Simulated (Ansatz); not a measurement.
**ZrSi2: response to equal strain of all cell vectors**

Aim: apply equal strain of all cell vectors to ZrSi2 from -4 to +2 %, where the shape is held and the atoms relax, and follow energy, stress and any gap.

Computed with Ansatz 0.2.0 (DFT PBEsol, scalar-relativistic, plane waves, PAW, unless a step's input says otherwise).

2 further runs of the same task are left out: 2 set aside as unsound or not needed.

## Step 1: The system as given

Symmetry: Cmcm, No. 63, orthorhombic system. Conventional cell: a = 3.674 Å, b = 14.566 Å, c = 3.657 Å, α = 90.00°, β = 90.00°, γ = 90.00°. Zr (site symmetry m2m) is surrounded by 10 Si at 2.70 to 2.95 Å. Si (site symmetry m2m) has 2 Si at 2.41 Å and 6 Zr at 2.70 to 2.95 Å in its first shell of neighbours. Si (site symmetry m2m) has 4 Si at 2.59 Å and 4 Zr at 2.80 Å in its first shell of neighbours.

Coordinates:

```xyz
12
Lattice="3.6743 0.0000 0.0000 0.0000 14.5659 0.0000 0.0000 0.0000 3.6568" Properties=species:S:1:pos:R:3 pbc="T T T"
Zr    0.0000    1.5253    0.9142
Zr    1.8371    5.7576    2.7426
Zr    1.8371    8.8082    0.9142
Zr    0.0000   13.0406    2.7426
Si    0.0000    6.4970    0.9142
Si    1.8371    0.7860    2.7426
Si    1.8371    3.6381    0.9142
Si    0.0000    3.6448    2.7426
Si    1.8371   13.7799    0.9142
Si    0.0000    8.0689    2.7426
Si    0.0000   10.9210    0.9142
Si    1.8371   10.9278    2.7426
```

The unstrained cell comes from an earlier run at this level (12 atoms, E(σ→0) -21495.6147 eV, gap none (metal)).

## Step 2: The cell strained by -2.0 %

The input, input.yaml:

```yaml
crystal:
  lattice:
    - [3.6007733804, 0.0, 0.0]
    - [0.0, 14.2745722442, 0.0]
    - [0.0, 0.0, 3.5836302624]
  atoms:
    - { symbol: Zr, position: [0.0, 0.1047173977, 0.25] }
    - { symbol: Zr, position: [0.5, 0.3952826023, 0.75] }
    - { symbol: Zr, position: [0.5, 0.6047173977, 0.25] }
    - { symbol: Zr, position: [0.0, 0.8952826023, 0.75] }
    - { symbol: Si, position: [0.0, 0.4460414966, 0.25] }
    - { symbol: Si, position: [0.5, 0.0539585034, 0.75] }
    - { symbol: Si, position: [0.5, 0.2497682101, 0.25] }
    - { symbol: Si, position: [0.0, 0.2502317899, 0.75] }
    - { symbol: Si, position: [0.5, 0.9460414966, 0.25] }
    - { symbol: Si, position: [0.0, 0.5539585034, 0.75] }
    - { symbol: Si, position: [0.0, 0.7497682101, 0.25] }
    - { symbol: Si, position: [0.5, 0.7502317899, 0.75] }
basis:
  ecutwfc: 420
kpoints:
  mp_grid: { grid: [10, 4, 10] }
hamiltonian:
  xc: pbesol
scf:
  occupations: { method: gaussian, width: 0.1 }
output:
  forces: true
  stress: true
  eigenvalues: true
  write_density: true
  write_potential: true
  elf: true
  volumetric_format: npy
relax:
  adjacent_minimum: "off"
  f_tol: 0.008
  max_steps: 40
```

Command:

```console
$ ansatz run input.yaml --threads 1 --pin off --max-ram 2560MiB --backend cpu --events-out ev --progress --plain --runs-dir out
```

Further runs follow: At +2.0 %; strain -4.0 %.

**Question.** What will these runs give? Wanted: (1/V) d²E/dε², innermost pair.

As calculated:

| quantity | value |
| --- | --- |
| largest energy cost | 114.9 meV/atom at -4.0 % |
| (1/V) d²E/dε², innermost pair | 1244 GPa |

The pair at ±2.0 % gives a curvature of 1244 GPa, a rough value of nine times the bulk modulus at fixed shape; so few points cannot test it.
